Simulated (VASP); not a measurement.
# H2Os (P4/mmm) in VASP: notebook

One crystal, H2Os, is run at these levels: PBE, HSE(alpha, omega); tasks: relaxation of cell and atoms, single point.

All numbers are computed with VASP 6.6.1; they aren't measurements. Logs are shortened: lines on timing, memory, paths and dates and some standing lists are left out, and cuts for length are marked.

## (1) Starting point

It takes space group P4/mmm (No. 123, tetragonal). Conventional cell: a = 2.492 Å, b = 2.492 Å, c = 4.602 Å, α = 90.00°, β = 90.00°, γ = 90.00°. H (site symmetry 4mm) has 1 H at 0.97 Å as nearest neighbours. Os (site symmetry 4/mmm) is surrounded by 2 H at 1.82 Å.

The cell was built by a generator and needn't be a form met in nature.

## (2) Relaxation of cell and atoms, PBE

File INCAR:

```
SYSTEM = H2Os
PREC = Accurate ; ENCUT = 600
EDIFF = 1E-6 ; ISMEAR = -1
SIGMA = 0.05 ; LREAL = .False.
LASPH = .True. ; NELM = 80
ALGO = Normal ; ISIF = 3
LWAVE = .False. ; LCHARG = .False.
GGA = PE ; IBRION = 2
NSW = 60 ; EDIFFG = -0.005
```

File KPOINTS:

```
Automatic mesh
0
Gamma
  8 8 5
  0 0 0
```

File POSCAR:

```
H2Os
1.0
    2.4917700000      0.0000000000      0.0000000000
    0.0000000000      2.4917700000      0.0000000000
    0.0000000000      0.0000000000      4.6022600000
H Os
2 1
Direct
    0.5000000000      0.5000000000      0.3950400000
    0.5000000000      0.5000000000      0.6049600000
    0.5000000000      0.5000000000      0.0000000000
```

Potentials or basis: VASP PAW PBE potentials, release 64 (H, Os).

On the command line:

```console
$ cat potpaw_PBE.64/H/POTCAR potpaw_PBE.64/Os/POTCAR > POTCAR
$ mpirun -np 1 vasp_std > vasp.out
```

OUTCAR:

```text
SYSTEM = H2Os
   PREC = Accurate
   ENCUT = 600
   EDIFF = 1E-6
   ISMEAR = -1
   LREAL = .False.
   LASPH = .True.
   NELM = 80
   ISIF = 3
   GGA = PE
   IBRION = 2
   NSW = 60
   EDIFFG = -0.005

 ion  position               nearest neighbor table
   1  0.500  0.500  0.395-   3 1.82
   2  0.500  0.500  0.605-   3 1.82
   3  0.500  0.500  0.000-   1 1.82   2 1.82

  LATTYP: Found a simple tetragonal cell.
 ALAT       =     2.4917700000
 C/A-ratio  =     1.8469842722

  Lattice vectors:

 A1 = (   2.4917700000,   0.0000000000,   0.0000000000)
 A2 = (   0.0000000000,   2.4917700000,   0.0000000000)
 A3 = (   0.0000000000,   0.0000000000,   4.6022600000)

Analysis of symmetry for initial positions (statically):
=====================================================================
 Subroutine PRICEL returns:
 Original cell was already a primitive cell.

 Routine SETGRP: Setting up the symmetry group for a
 simple tetragonal supercell.

 Subroutine GETGRP returns: Found 16 space group operations
 (whereof 16 operations were pure point group operations)
 out of a pool of 16 trial point group operations.

The static configuration has the point symmetry D_4h.

Analysis of symmetry for dynamics (positions and initial velocities):
=====================================================================
 Subroutine PRICEL returns:
 Original cell was already a primitive cell.

 Routine SETGRP: Setting up the symmetry group for a
 simple tetragonal supercell.

 Subroutine GETGRP returns: Found 16 space group operations
 (whereof 16 operations were pure point group operations)
 out of a pool of 16 trial point group operations.

The dynamic configuration has the point symmetry D_4h.

 Subroutine INISYM returns: Found 16 space group operations
 (whereof 16 operations are pure point group operations),
 and found     1 'primitive' translations

----------------------------------------------------------------------------------------

                                     Primitive cell

  volume of cell :      28.5751

  direct lattice vectors                    reciprocal lattice vectors
     2.491770000  0.000000000  0.000000000     0.401321149  0.000000000  0.000000000
     0.000000000  2.491770000  0.000000000     0.000000000  0.401321149  0.000000000
     0.000000000  0.000000000  4.602260000     0.000000000  0.000000000  0.217284552

  length of vectors
     2.491770000  2.491770000  4.602260000     0.401321149  0.401321149  0.217284552

  position of ions in fractional coordinates (direct lattice)
     0.500000000  0.500000000  0.395040000
     0.500000000  0.500000000  0.604960000
     0.500000000  0.500000000  0.000000000

  ion indices of the primitive-cell ions
   primitive index   ion index
                 1           1
                 2           2
                 3           3

----------------------------------------------------------------------------------------

 KPOINTS: Automatic mesh

Automatic generation of k-mesh.
 Grid dimensions read from file:
 generate k-points for:    8    8    5

 Generating k-lattice:

  Cartesian coordinates                     Fractional coordinates (reciprocal lattice)
     0.050165144  0.000000000  0.000000000     0.125000000  0.000000000  0.000000000
     0.000000000  0.050165144  0.000000000     0.000000000  0.125000000  0.000000000
     0.000000000  0.000000000  0.043456910     0.000000000  0.000000000  0.200000000

  Length of vectors
     0.050165144  0.050165144  0.043456910

  Shift w.r.t. Gamma in fractional coordinates (k-lattice)
     0.000000000  0.000000000  0.000000000

 Subroutine IBZKPT returns following result:
 ===========================================

 Found     45 irreducible k-points:

 Following reciprocal coordinates:
            Coordinates               Weight
  0.000000  0.000000  0.000000      1.000000
  0.125000  0.000000  0.000000      4.000000
  0.250000  0.000000  0.000000      4.000000
  0.375000  0.000000  0.000000      4.000000
  0.500000  0.000000  0.000000      2.000000
  0.125000  0.125000  0.000000      4.000000
[... 16 lines left out ...]
  0.375000  0.125000  0.200000     16.000000
  0.500000  0.125000  0.200000      8.000000
 [... further k-points ...]
   k-points           NKPTS =     45   k-points in BZ     NKDIM =     45   number of bands    NBANDS=      9
   number of dos      NEDOS =    301   number of ions     NIONS =      3
   total plane-waves  NPLWV =  16000
   dimension x,y,z NGX =    20 NGY =   20 NGZ =   40
   dimension x,y,z NGXF=    40 NGYF=   40 NGZF=   80
   ions per type =               2   1
   NGX,Y,Z   is equivalent  to a cutoff of  13.34, 13.34, 14.45 a.u.
   NGXF,Y,Z  is equivalent  to a cutoff of  26.69, 26.69, 28.90 a.u.
 SYSTEM =  H2Os
   PREC   = accura    normal or accurate (medium, high low for compatibility)
   ISTART =      0    job   : 0-new  1-cont  2-samecut
   ICHARG =      2    charge: 1-file 2-atom 10-const
   ISPIN  =      1    spin polarized calculation?
   LNONCOLLINEAR =      F non collinear calculations
   LSORBIT =      F    spin-orbit coupling
   LASPH  =      T    aspherical Exc in radial PAW
   ENCUT  =  600.0 eV  44.10 Ry    6.64 a.u.   4.98  4.98  9.19*2*pi/ulx,y,z
   NELM   =     80;   NELMIN=  2; NELMDL= -5     # of ELM steps
   EDIFF  = 0.1E-05   stopping-criterion for ELM
   LREAL  =      F    real-space projection
   EDIFFG = -.5E-02   stopping-criterion for IOM
   NSW    =     60    number of steps for IOM
   IBRION =      2    ionic relax: 0-MD 1-quasi-New 2-CG
   NFREE  =      1    steps in history (QN), initial steepest desc. (CG)
   ISIF   =      3    stress and relaxation
   ISYM   =      2    0-nonsym 1-usesym 2-fastsym
   POTIM  = 0.5000    time-step for ionic-motion
   TEBEG  =    0.0;   TEEND  =   0.0 temperature during run
   PSTRESS=    0.0 pullay stress
   NELECT =      10.0000    total number of electrons
   NUPDOWN=      -1.0000    fix difference up-down
   EMIN   =  10.00;   EMAX   =-10.00  energy-range for DOS
   EFERMI =   0.00;   METHOD = LEGACY
   ISMEAR =    -1;   SIGMA  =   0.05  broadening in eV -4-tet -1-fermi 0-gaus
   EFERMI_NEDOS =   21; number of points for ismear=-14 and -15
   IALGO  =     38    algorithm
   IMIX   =      4    mixing-type and parameters
     AMIX     =   0.40;   BMIX     =  1.00
     AMIX_MAG =   1.60;   BMIX_MAG =  1.00
  volume/ion in A,a.u.               =       9.53        64.28
  Fermi-wavevector in a.u.,A,eV,Ry     =   1.153663  2.180108 18.108530  1.330939
  Thomas-Fermi vector in A             =   2.290306
   LORBIT       =      0    0 simple, 1 ext, 2 COOP (PROOUT), +10 PAW based schemes
   GGA     = PE    functional components
   LHFCALC =     F    Hartree Fock is set to
   AEXX    =    0.0000 exact exchange contribution
   IVDW    =     0    specifies the selected vdW correction
   LEPSILON=     F    determine dielectric tensor
   LRPA    =     F    only Hartree local field effects (RPA)
 conjugate gradient relaxation of ions
 non-spin polarized calculation
  energy-cutoff  :      600.00
  volume of cell :       28.58
 maximum number of plane-waves:       980
 NGX is ok and might be reduce to    20
   NGX =  9   NGY =  9   NGZ = 19

--------------------------------------- Ionic step        1  -------------------------------------------

 number of electron      10.0000002 magnetization

 Free energy of the ion-electron system (eV)
  ---------------------------------------------------
  ext. energy  EPLUGINS =         0.00000000
  ---------------------------------------------------
  free energy    TOTEN  =       -15.78373094 eV

  energy without entropy =      -15.77493444  energy(sigma->0) =      -15.77933269

------------------------ aborting loop because EDIFF is reached ----------------------------------------

  FORCE on cell =-STRESS in cart. coord.  units (eV):
  Direction    XX          YY          ZZ          XY          YZ          ZX
  --------------------------------------------------------------------------------------
  -------------------------------------------------------------------------------------
  Total       -0.1598028     -0.1598028      0.2821259      0.0000000     -0.0000000      0.0000000
  in kB       -8.9599997     -8.9599997     15.8185448      0.0000000     -0.0000000      0.0000000
  external PRESSURE =      -0.7004849 kB  Pullay stress =       0.0000000 kB
[... 96 lines left out ...]
  energy  without entropy=      -15.7759724196  energy(sigma->0) =      -15.78029252

--------------------------------------- Ionic step        4  -------------------------------------------

 number of electron      10.0000002 magnetization

 Free energy of the ion-electron system (eV)
  ---------------------------------------------------
  ext. energy  EPLUGINS =         0.00000000
  ---------------------------------------------------
  free energy    TOTEN  =       -15.78462753 eV

  energy without entropy =      -15.77597313  energy(sigma->0) =      -15.78030033

 E-fermi :   3.4882     XC(G=0): -10.7363

 val. band max:        3.3914110314   @ k =   0.2500   0.1250   0.0000
 cond. band min:       3.5328023598   @ k =   0.1250   0.0000   0.2000
 fundamental gap:      0.1413913285
 Fermi energy:         3.4882488339

 k-point     1 :       0.0000    0.0000    0.0000
  band No.  band energies     occupation
      1      -6.6271      2.00000
      2      -3.6132      2.00000
      3      -2.4711      2.00000
      4       2.6105      2.00000
      5       4.3619      0.00000
      6       4.3619      0.00000
      7       5.9745      0.00000
      8       6.3575      0.00000
      9      16.5542      0.00000
[... 265 lines left out ...]
 k-point    24 :       0.5000    0.1250    0.2000
  band No.  band energies     occupation
      1      -3.6188      2.00000
      2      -0.9193      2.00000
      3      -0.8210      2.00000
      4       1.0328      2.00000
      5       3.0124      1.99985
      6       4.3389      0.00000
      7       5.8503      0.00000
      8       9.9353      0.00000
      9      11.6154      0.00000

 [... further k-points ...]
[... 5 lines left out ...]
  --------------------------------------------------------------------------------------
  -------------------------------------------------------------------------------------
  Total       -0.0121172     -0.0121172     -0.0132161      0.0000000     -0.0000000     -0.0000000
  in kB       -0.6787754     -0.6787754     -0.7403364      0.0000000     -0.0000000     -0.0000000
  external PRESSURE =      -0.6992957 kB  Pullay stress =       0.0000000 kB
[... 18 lines left out ...]
  FREE ENERGIE OF THE ION-ELECTRON SYSTEM (eV)
  ---------------------------------------------------
  free  energy   TOTEN  =       -15.7846275291 eV

  energy  without entropy=      -15.7759731335  energy(sigma->0) =      -15.78030033

 reached required accuracy - stopping structural energy minimisation
```

Wall time 12 s (1 thread of Intel Xeon 6975P-C (Granite Rapids), shared host); peak memory 0.15 GiB.

What came out:

```
Free energy                            : -15.7846 eV
Relaxed volume                         : 9.53 Å³/atom
Relaxed cell                           : a = 2.488 Å, b = 2.488 Å, c = 4.622 Å, α = 90.00°, β = 90.00°, γ = 90.00°
Space group after relaxing (to 0.05 Å) : P4/mmm (No. 123)
Energy gained by relaxing              : 0.3 meV/atom
Ionic steps                            : 4
Pressure after relaxing                : -0.1 GPa
Band gap on the k mesh                 : none (metal or under the smearing width)
```

Forces in eV/Å, atoms in the order of the input:
```
H    0.000  0.000 -0.002
H    0.000  0.000  0.002
Os   0.000  0.000  0.000
```

Step by step:
```tsv
step	energy change (eV)	largest force (eV/Å)	pressure (GPa)	volume (Å³)
1	0.0000	0.0264	-0.07	28.58
2	-0.0008	0.0042	0.21	28.56
3	-0.0009	0.0088	0.17	28.56
4	-0.0009	0.0021	-0.07	28.60
```

Final structure:
```
H Os
1.0
     2.48764    0.00000    0.00000
     0.00000    2.48764    0.00000
     0.00000    0.00000    4.62178
H Os
2 1
Direct
  0.50000 0.50000 0.39472
  0.50000 0.50000 0.60528
  0.50000 0.50000 0.00000
```

The run has no spin-orbit coupling, so splittings on Os are missing.

## (3) Relaxation of cell and atoms, PBE, spin-orbit coupling, no magnetisation

INCAR, as its differences from that of step 2:

```diff
@@ -7,2 +7,5 @@
 LWAVE = .False. ; LCHARG = .False.
+LNONCOLLINEAR = .True. ; MAGMOM = 0 0 0 0 0 0 0 0 0
+LORBIT = 11 ; LSORBIT = .True.
+GGA_COMPAT = .False. ; LMAXMIX = 4
 GGA = PE ; IBRION = 2
```

KPOINTS is that of step 2.

POSCAR is that of step 2.

Potentials or basis: VASP PAW PBE potentials, release 64 (H, Os).

On the command line:

```console
$ cat potpaw_PBE.64/H/POTCAR potpaw_PBE.64/Os/POTCAR > POTCAR
$ mpirun -np 1 vasp_ncl > vasp.out
```

It took 43 s on 1 thread of Intel Xeon 6975P-C (Granite Rapids), shared host; peak memory 0.24 GiB.

Results (log left out):

* Free energy: -16.1334 eV
* Relaxed volume: 9.56 Å³/atom
* Relaxed cell: a = 2.491 Å, b = 2.491 Å, c = 4.621 Å, α = 90.00°, β = 90.00°, γ = 90.00°
* Space group after relaxing (to 0.05 Å): P4/mmm (No. 123)
* Energy gained by relaxing: 0.2 meV/atom
* Ionic steps: 3
* Pressure after relaxing: 0.0 GPa
* Valence electrons inside the program's atomic spheres: H 0.55; Os 7.33

Step by step:
| step | energy change (eV) | largest force (eV/Å) | pressure (GPa) | volume (Å³) |
| --- | --- | --- | --- | --- |
| 1 | 0.0000 | 0.0047 | 0.46 | 28.58 |
| 2 | -0.0006 | 0.0029 | -0.10 | 28.69 |
| 3 | -0.0006 | 0.0011 | -0.01 | 28.67 |

Final structure:
```xyz
3
Lattice="2.4910 0.0000 0.0000 0.0000 2.4910 0.0000 0.0000 0.0000 4.6209" Properties=species:S:1:pos:R:3 pbc="T T T"
H     1.2455    1.2455    1.8253
H     1.2455    1.2455    2.7957
Os    1.2455    1.2455    4.6209
```

(Part 1 of 2 ends here.)
